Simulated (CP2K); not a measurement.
# Pt in CP2K: the effect of functional

The system is Pt.

```xyz
1
Lattice="2.7435 0.0000 0.0000 -0.9128 2.6062 0.0000 -0.9121 -1.2739 2.2241" Properties=species:S:1:pos:R:3 pbc="T T T"
Pt    0.0000    0.0000    0.0000
```

This isn't the form of Pt at room conditions, which is fcc.

Alike in all runs:

| Item | Value |
| --- | --- |
| Program | CP2K 2026.2 |
| Potentials or basis | POTENTIAL_UZH Pt GTH-PBE-q18; TZVP-MOLOPT-PBE-GTH basis |
| Density cutoff | 9184 eV |
| k mesh | 12 × 12 × 12 |
| Occupations | fermi-dirac, width 0.05 eV |
| Spin | no spin polarisation |

```csv
functional,pressure (GPa)
LDA,-15.0
PBEsol,-10.8
vdW-DF2,22.2
PW91,-0.2
RPBE,2.5
r2SCAN,?
```

What does the run with functional r2SCAN give?

Pressure -6.3 GPa.

Caveats: the potentials were made for another functional, which shifts forces and pressure; the basis of atomic orbitals isn't converged, which shifts pressures, moduli and gaps.

Runs at the PBE level aren't shown here.
